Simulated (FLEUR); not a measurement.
# How the functional moves the magnetism of MnHO2 monolayer

Aim: see how far the moments of MnHO2 monolayer move with the functional, and what each set costs.

Method: several functionals, all with U = 4.9 eV, J = 0.9 eV on Mn d; all-electron FLAPW film, Dirac cores, scalar-relativistic bands, in FLEUR MaX-R8.1.

**1. The starting structure**

The cell holds 4 atoms: 1 Mn, 2 O and 1 H. Its edges and angles: a = 3.177 Å, b = 2.888 Å, c = 18.055 Å, α = 90.0°, β = 90.0°, γ = 117.0°. It derives from MnHO2. One layer cut from the bulk crystal, unrelaxed. Vacuum lies along c.

Coordinates:

```xyz
4
Lattice="3.1768 0.0000 0.0000 -1.3128 2.5725 0.0000 0.0000 0.0000 18.0546" Properties=species:S:1:pos:R:3
Mn    0.1353    0.0690    9.6028
O     1.9650    1.0028    8.5320
O     0.1917    1.7191   10.5546
H     2.0317    1.0368    7.5000
```

**2. Set 1 (LDA (VWN)), start ferro +**

Each set takes another functional on the same cell and mesh.

inpgen writes inp.xml from crystal.txt; cutoffs, mixing, functional, smearing and local orbitals are then set in the file. The k list default-1 (kpts.xml, not shown) is a Γ-centred 8×8×1 mesh; where the ranks do not divide the number of points, some are split in two of half the weight.

The input, inp.xml:

```
<?xml version="1.0" encoding="UTF-8" standalone="no"?>
<fleurInput fleurInputVersion="0.39">
   <comment>
      MnHO2
   </comment>
   <calculationSetup>
      <cutoffs Kmax="4.4" Gmax="13.2" GmaxXC="13.2" numbands="0"/>
      <scfLoop itmax="130" minDistance="0.0001" maxIterBroyd="15" imix="Anderson" alpha="0.03" precondParam="0.0" spinf="2.0" sdNocoIR="T"/>
      <coreElectrons ctail="T" frcor="F" kcrel="0" coretail_lmax="0"/>
      <xcFunctional name="vwn" relativisticCorrections="F"/>
      <magnetism jspins="2"/>
      <soc l_soc="F" theta="0.0" phi="0.0" spav="F"/>
      <expertModes spex="0" secvar="F"/>
      <geometryOptimization l_f="F" forcealpha="1.0" forcemix="BFGS" epsdisp="0.00001" epsforce="0.00001"/>
      <ldaU l_linMix="F" mixParam="0.05" spinf="1.0"/>
   </calculationSetup>
   <cell>
      <bzIntegration valenceElectrons="28.0" mode="hist" fermiSmearingEnergy="0.00183747">
         <kPointListSelection listName="default-1"/>
         <xi:include xmlns:xi="http://www.w3.org/2001/XInclude" href="kpts.xml"> </xi:include>
      </bzIntegration>
      <xi:include xmlns:xi="http://www.w3.org/2001/XInclude" href="sym.xml"> </xi:include>
      <filmLattice scale="1.0" dVac="8.67" dTilda="11.17">
         <bravaisMatrixFilm>
            <row-1>    6.0033762874361658     0.0000001227944036</row-1>
            <row-2>   -2.4808776688283016     4.8613299761059965</row-2>
         </bravaisMatrixFilm>
         <vacuumEnergyParameters vacuum="1" spinUp="-.25" spinDown="-.25"/>
         <vacuumEnergyParameters vacuum="2" spinUp="-.25" spinDown="-.25"/>
      </filmLattice>
   </cell>
   <atomSpecies>
      <species name="Manganese 4.501" element="Mn" atomicNumber="25">
         <mtSphere radius="2.37" gridPoints="783" logIncrement="0.016"/>
         <atomicCutoffs lmax="8" lnonsphr="6"/>
         <electronConfig flipSpins="F">
            <coreConfig>(1s1/2) (2s1/2) (2p1/2) (2p3/2)</coreConfig>
            <valenceConfig>(3s1/2) (3p1/2) (3p3/2) (4s1/2) (3d3/2) (3d5/2)</valenceConfig>
            <stateOccupation state="(3d3/2)" spinUp="1.7505" spinDown="0.2495"/>
            <stateOccupation state="(3d5/2)" spinUp="3.0" spinDown="0.0"/>
         </electronConfig>
         <energyParameters s="4" p="4" d="3" f="4"/>
         <ldaU l="2" U="4.9" J="0.9" l_amf="F"/>
         <lo type="SCLO" l="0" n="3" eDeriv="0"/>
         <lo type="SCLO" l="1" n="3" eDeriv="0"/>
      </species>
      <species name="Oxygen (O)" element="O" atomicNumber="8">
         <mtSphere radius="1.05" gridPoints="349" logIncrement="0.029"/>
         <atomicCutoffs lmax="6" lnonsphr="4"/>
         <electronConfig flipSpins="F">
            <coreConfig>(1s1/2)</coreConfig>
            <valenceConfig>(2s1/2) (2p1/2) (2p3/2)</valenceConfig>
            <stateOccupation state="(2p1/2)" spinUp="0.666667" spinDown="0.666667"/>
            <stateOccupation state="(2p3/2)" spinUp="1.333333" spinDown="1.333333"/>
         </electronConfig>
         <energyParameters s="2" p="2" d="3" f="4"/>
      </species>
      <species name="Hydrogen (H)" element="H" atomicNumber="1">
         <mtSphere radius="0.81" gridPoints="269" logIncrement="0.029"/>
         <atomicCutoffs lmax="6" lnonsphr="4"/>
         <electronConfig flipSpins="F">
            <coreConfig></coreConfig>
            <valenceConfig>(1s1/2)</valenceConfig>
            <stateOccupation state="(1s1/2)" spinUp="0.500000" spinDown="0.500000"/>
         </electronConfig>
         <energyParameters s="1" p="2" d="3" f="4"/>
      </species>
   </atomSpecies>
   <atomGroups>
      <atomGroup species="Manganese 4.501">
         <filmPos label="                   1">.0536830000 .0268415000 1.0875524108</filmPos>
         <force calculate="T" relaxXYZ="TTT"/>
      </atomGroup>
      <atomGroup species="Oxygen (O)">
         <filmPos label="                   2">-.2203760000 .3898120000 -.9359310369</filmPos>
         <force calculate="T" relaxXYZ="TTT"/>
      </atomGroup>
      <atomGroup species="Oxygen (O)">
         <filmPos label="                   3">.3364830000 -.3317585000 2.8861626643</filmPos>
         <force calculate="T" relaxXYZ="TTT"/>
      </atomGroup>
      <atomGroup species="Hydrogen (H)">
         <filmPos label="                   4">-.1939020000 .4030490000 -2.8861626643</filmPos>
         <force calculate="T" relaxXYZ="TTT"/>
      </atomGroup>
   </atomGroups>
   <output dos="F" band="F" slice="F">
      <bandDOS minEnergy="-.5*Htr" maxEnergy="0.5*Htr" sigma="0.015" storeEVData="T"/>
      <plotting iplot="0" polar="F">
         <plot TwoD="T" vec1="  1.0  0.0  0.0" vec2="  0.0  1.0  0.0" vec3="  0.0  0.0  1.0" zero="  0.0  0.0 -0.5" file="plot"/>
      </plotting>
      <moessbauerParams electricFieldGradient="F" isomerShift="F" coreHyperfine="F" valenceHyperfine="F"/>
   </output>
</fleurInput>
```

The input, crystal.txt:

```
MnHO2
&input film=T cartesian=F /
3.17684991983  0.00000006498  0.00000000000
-1.31282392540  2.57250503807  0.00000000000
0.00000000000  0.00000000000  1.00000000000
1.8897261246
1.0 1.0 1.0

4
25 0.05368300000  0.02684150000  1.08755241080 : 4.501
8 0.77962400000  0.38981200000  -0.93593103693
8 0.33648300000  0.66824150000  2.88616266430
1 0.80609800000  0.40304900000  -2.88616266430

&kpt div1=8 div2=8 div3=1 gamma=T /
```

On the command line:

```console
$ OMP_NUM_THREADS=1 inpgen -f crystal.txt > inpgen.log  # inp.xml is then edited as shown
$ OMP_NUM_THREADS=1 mpirun -n 4 fleur_MPI > fleur.log
```

Output:

```text
Welcome to FLEUR        (www.flapw.de)
      MaX-Release 8.1          (www.max-centre.eu)

 ========== k-point set info ==========
 Selected k-point list: default-1
 k-point list type: mesh
 0 x 0 x 0
 Number of k points: 24

 ------------Calculation Setup---------------------------
 Number of MPI-tasks      :            4
 Number of PE/node        :            4
 Number of OMP-threads    :            1
 k-points in parallel     :            4
 pe's per k-point         :            1
 No of k-point loops      :            6
 Eigenvalue solver        :       lapack
 Number of basis functions:          500
 Approximate size of matrices (H+S) per k-point:         0.007 GB
 --------------------------------------------------------
 no density matrix found ... skipping LDA+U
Nuclear radius smaller than smallest radial mesh point for atom type 4 -- skipping its core isomer shift
 Reset of history
 Iteration:     1   Distance:      27.30644789 me/bohr^3
Nuclear radius smaller than smallest radial mesh point for atom type 4 -- skipping its core isomer shift
 Iteration:     2   Distance:      26.79380285 me/bohr^3
Nuclear radius smaller than smallest radial mesh point for atom type 4 -- skipping its core isomer shift
 Iteration:     3   Distance:      24.84798573 me/bohr^3
Nuclear radius smaller than smallest radial mesh point for atom type 4 -- skipping its core isomer shift
 Iteration:     4   Distance:      16.20338397 me/bohr^3
Nuclear radius smaller than smallest radial mesh point for atom type 4 -- skipping its core isomer shift
 Iteration:     5   Distance:      19.07459754 me/bohr^3
Nuclear radius smaller than smallest radial mesh point for atom type 4 -- skipping its core isomer shift
 Iteration:     6   Distance:      16.85428285 me/bohr^3
Nuclear radius smaller than smallest radial mesh point for atom type 4 -- skipping its core isomer shift
 Iteration:     7   Distance:       9.69029238 me/bohr^3
Nuclear radius smaller than smallest radial mesh point for atom type 4 -- skipping its core isomer shift
 Iteration:     8   Distance:       9.89898484 me/bohr^3
Nuclear radius smaller than smallest radial mesh point for atom type 4 -- skipping its core isomer shift
 Iteration:     9   Distance:       5.91625012 me/bohr^3
Nuclear radius smaller than smallest radial mesh point for atom type 4 -- skipping its core isomer shift
 Iteration:    10   Distance:       5.30258562 me/bohr^3
Nuclear radius smaller than smallest radial mesh point for atom type 4 -- skipping its core isomer shift
[... 17 iterations left out ...]
 Iteration:    28   Distance:       0.00422182 me/bohr^3
Nuclear radius smaller than smallest radial mesh point for atom type 4 -- skipping its core isomer shift
 Iteration:    29   Distance:       0.00121182 me/bohr^3
Nuclear radius smaller than smallest radial mesh point for atom type 4 -- skipping its core isomer shift
 Iteration:    30   Distance:       0.00108559 me/bohr^3
Nuclear radius smaller than smallest radial mesh point for atom type 4 -- skipping its core isomer shift
 Iteration:    31   Distance:       0.00099016 me/bohr^3
Nuclear radius smaller than smallest radial mesh point for atom type 4 -- skipping its core isomer shift
 Iteration:    32   Distance:       0.00074356 me/bohr^3
Nuclear radius smaller than smallest radial mesh point for atom type 4 -- skipping its core isomer shift
 Iteration:    33   Distance:       0.00048564 me/bohr^3
Nuclear radius smaller than smallest radial mesh point for atom type 4 -- skipping its core isomer shift
 Iteration:    34   Distance:       0.00043778 me/bohr^3
Nuclear radius smaller than smallest radial mesh point for atom type 4 -- skipping its core isomer shift
 Iteration:    35   Distance:       0.00026644 me/bohr^3
Nuclear radius smaller than smallest radial mesh point for atom type 4 -- skipping its core isomer shift
 Iteration:    36   Distance:       0.00021701 me/bohr^3
Nuclear radius smaller than smallest radial mesh point for atom type 4 -- skipping its core isomer shift
 Iteration:    37   Distance:       0.00008793 me/bohr^3

 ********************************************************************
 Run finished successfully
 Stop message:
   all done
 ********************************************************************

--- out.xml (last complete iteration) ---
<iteration numberForCurrentRun="   37" overallNumber="   37">
         [... left out ...]
         <bandgap value="0.0613433458" units="eV"/>
         <sumValenceSingleParticleEnergies value="-30.3600735865" units="Htr"/>
         <FermiEnergy value="-0.2920212449" units="Htr"/>
         <valenceDensity>
            <mtCharges spin="1">
               <mtCharge atomType="1" total="8.8502510" s="1.1887103" p="3.2335625" d="4.3362452" f="0.0645927"/>
               <mtCharge atomType="2" total="1.4667899" s="0.4677157" p="0.9974446" d="0.0014828" f="0.0001270"/>
               <mtCharge atomType="3" total="1.4433296" s="0.4743766" p="0.9678273" d="0.0010274" f="0.0000791"/>
               <mtCharge atomType="4" total="0.1591319" s="0.1467532" p="0.0105860" d="0.0014939" f="0.0002618"/>
            </mtCharges>
            <mtCharges spin="2">
               <mtCharge atomType="1" total="5.0666364" s="1.1497300" p="3.2106393" d="0.6170982" f="0.0616648"/>
               <mtCharge atomType="2" total="1.4465248" s="0.4605117" p="0.9848980" d="0.0010057" f="0.0000931"/>
               <mtCharge atomType="3" total="1.4328022" s="0.4701059" p="0.9620147" d="0.0006290" f="0.0000384"/>
               <mtCharge atomType="4" total="0.1550260" s="0.1429146" p="0.0103461" d="0.0014713" f="0.0002577"/>
            </mtCharges>
            <spinDependentCharge spin="1" total="15.9905234" interstitial="3.8983494" mtSpheres="11.9195024" vacuum1="0.1398225" vacuum2="0.0328491"/>
            <spinDependentCharge spin="2" total="12.0094784" interstitial="3.7544994" mtSpheres="8.1009895" vacuum1="0.1320221" vacuum2="0.0219674"/>
            <totalCharge value="28.0000017800"/>
         </valenceDensity>
         [... left out ...]
         <magneticMomentsInMTSpheres units="muBohr">
            <globalMagMoment atomType="1" vec="0.00000   0.00000   3.78361"/>
            <localMagMoment atomType="1" vec="0.00000   0.00000   3.78361"/>
            <globalMagMoment atomType="2" vec="0.00000   0.00000   0.02027"/>
            <localMagMoment atomType="2" vec="0.00000   0.00000   0.02027"/>
            <globalMagMoment atomType="3" vec="0.00000   0.00000   0.01053"/>
            <localMagMoment atomType="3" vec="0.00000   0.00000   0.01053"/>
            <globalMagMoment atomType="4" vec="0.00000   0.00000   0.00411"/>
            <localMagMoment atomType="4" vec="0.00000   0.00000   0.00411"/>
         </magneticMomentsInMTSpheres>
         [... left out ...]
         <totalEnergy value="    -1306.4414680945" units="Htr">
            <sumOfEigenvalues value="     -771.3306678704">
               <coreElectrons value="-740.9705942839"/>
               <valenceElectrons value="-30.3600735865"/>
            </sumOfEigenvalues>
            <densityCoulombPotentialIntegral value="-2002.0251191951"/>
            <densityEffectivePotentialIntegral value="-2089.9623272476"/>
            <chargeDenXCDenIntegral value="-66.5104457033"/>
            <FockExchangeEnergyValence value="0.0000000000"/>
            <FockExchangeEnergyCore value="0.0000000000"/>
         [... left out ...]
            <dftUCorrection value="-0.3013854283"/>
            <tkbTimesEntropy value="0.0001040918"/>
            <freeEnergy value="-1306.4415721863"/>
            <extrapolationTo0K value="-1306.4415201404"/>
         </totalEnergy>
         [... left out ...]
         <ldaUDensityMatrixConvergence>
            <distance spin="1" distance="0.000003"/>
            <distance spin="2" distance="0.000003"/>
         </ldaUDensityMatrixConvergence>
         <densityConvergence units="me/bohr^3">
            <chargeDensity spin="1" distance="0.0000612021"/>
            <chargeDensity spin="2" distance="0.0000538201"/>
            <overallChargeDensity distance="0.0000879350"/>
            <spinDensity distance="0.0000745119"/>
         </densityConvergence>
      </iteration>
```

Wall time 1.8 min (4 MPI ranks of Arm Neoverse V1, shared host); peak memory 0.56 GiB; 7.3 min of CPU time.

Spin moment in the muffin-tin sphere by atom:

```csv
atom,spin moment in the muffin-tin sphere (μB)
Mn1,3.78
O2,0.02
O3,0.01
H4,0.00
```

Read from the output:

- free energy: -35550.0862 eV
- program's band gap on this mesh (in a metal only a level spacing): 0.06134 eV
- magnetization: 3.981 μB
- final state: ferromagnetic

After 37 cycles the largest moment stands at 3.78 μB.

**3. Set 2 (PBE), start ferro +**

inp.xml, as its differences from that of step 2:

```diff
@@ -9,3 +9,3 @@
       <coreElectrons ctail="T" frcor="F" kcrel="0" coretail_lmax="0"/>
-      <xcFunctional name="vwn" relativisticCorrections="F"/>
+      <xcFunctional name="pbe" relativisticCorrections="F"/>
       <magnetism jspins="2"/>
```

crystal.txt is that of step 2.

Output:

```text
[banner, memory and clock lines left out]
Welcome to FLEUR        (www.flapw.de)
      MaX-Release 8.1          (www.max-centre.eu)

 ========== k-point set info ==========
 Selected k-point list: default-1
 k-point list type: mesh
 0 x 0 x 0
 Number of k points: 24

 [... set-up left out ...]
 no density matrix found ... skipping LDA+U
Nuclear radius smaller than smallest radial mesh point for atom type 4 -- skipping its core isomer shift
 Reset of history
 Iteration:     1   Distance:      27.76281019 me/bohr^3
Nuclear radius smaller than smallest radial mesh point for atom type 4 -- skipping its core isomer shift
 Iteration:     2   Distance:      27.19645510 me/bohr^3
Nuclear radius smaller than smallest radial mesh point for atom type 4 -- skipping its core isomer shift
 Iteration:     3   Distance:      25.22023850 me/bohr^3
Nuclear radius smaller than smallest radial mesh point for atom type 4 -- skipping its core isomer shift
 Iteration:     4   Distance:      16.09849837 me/bohr^3
Nuclear radius smaller than smallest radial mesh point for atom type 4 -- skipping its core isomer shift
 Iteration:     5   Distance:      18.70972743 me/bohr^3
Nuclear radius smaller than smallest radial mesh point for atom type 4 -- skipping its core isomer shift
 Iteration:     6   Distance:      16.84352073 me/bohr^3
Nuclear radius smaller than smallest radial mesh point for atom type 4 -- skipping its core isomer shift
 Iteration:     7   Distance:       8.80753864 me/bohr^3
Nuclear radius smaller than smallest radial mesh point for atom type 4 -- skipping its core isomer shift
 Iteration:     8   Distance:       9.13887486 me/bohr^3
[... lines left out ...]
[... 17 iterations left out ...]
[... lines left out ...]
[...]
Iteration:    36   Distance:       0.00021114 me/bohr^3
Nuclear radius smaller than smallest radial mesh point for atom type 4 -- skipping its core isomer shift
 Iteration:    37   Distance:       0.00006674 me/bohr^3

 ********************************************************************
 Run finished successfully
 Stop message:
   all done
 ********************************************************************

--- out.xml (last complete iteration) ---
<iteration numberForCurrentRun="   37" overallNumber="   37">
         [... left out ...]
         <bandgap value="0.0799601450" units="eV"/>
         <sumValenceSingleParticleEnergies value="-30.2336391267" units="Htr"/>
         <FermiEnergy value="-0.2808620214" units="Htr"/>
         [... left out ...]
         <magneticMomentsInMTSpheres units="muBohr">
            <globalMagMoment atomType="1" vec="0.00000   0.00000   3.80841"/>
            <globalMagMoment atomType="2" vec="0.00000   0.00000   0.02032"/>
            <globalMagMoment atomType="3" vec="0.00000   0.00000   0.00843"/>
            <globalMagMoment atomType="4" vec="0.00000   0.00000   0.00459"/>
         </magneticMomentsInMTSpheres>
         [... left out ...]
         <totalEnergy value="    -1309.4694717929" units="Htr">
            <sumOfEigenvalues value="     -773.0254412572">
               <coreElectrons value="-742.7918021304"/>
               <valenceElectrons value="-30.2336391267"/>
            </sumOfEigenvalues>
         [... left out ...]
            <freeEnergy value="-1309.4695647374"/>
            <extrapolationTo0K value="-1309.4695182651"/>
         </totalEnergy>
         [... left out ...]
         <ldaUDensityMatrixConvergence>
            <distance spin="1" distance="0.000004"/>
            <distance spin="2" distance="0.000002"/>
         </ldaUDensityMatrixConvergence>
         <densityConvergence units="me/bohr^3">
            <chargeDensity spin="1" distance="0.0000473541"/>
            <chargeDensity spin="2" distance="0.0000404151"/>
            <overallChargeDensity distance="0.0000667448"/>
            <spinDensity distance="0.0000574169"/>
         </densityConvergence>
      </iteration>
```

The job ended after 2.1 min (4 MPI ranks; peak memory 0.6 GiB).

Spin moment in the muffin-tin sphere by atom:

```csv
atom,spin moment in the muffin-tin sphere (μB)
Mn1,3.81
O2,0.02
O3,0.01
H4,0.00
```

Numbers from this step:

| Quantity | Value |
| --- | --- |
| free energy | -35632.4821 eV |
| program's band gap on this mesh (in a metal only a level spacing) | 0.07996 eV |
| magnetization | 3.982 μB |
| final state | ferromagnetic |

The largest moment moves by +0.02 μB from set 1, at 1.2 times its CPU time.

(Continued in part 2 of 2.)

[Logs and program files are shortened in this print: banners, set-up blocks, solver, clock and traceback lines can be left out without a mark of their own.]

[Logs are printed without paths, hosts, clocks, repeated set-up lines and the standing remarks that a program may print on its own settings, such as how far it seeks lower states.]

[Hosts, paths, dates, database ids (printed as entryN), source tags and the programs' standing remarks are cut or masked in the printed files.]

[Where a cell is said to come from a database of computed structures, the database is the Materials Project.]
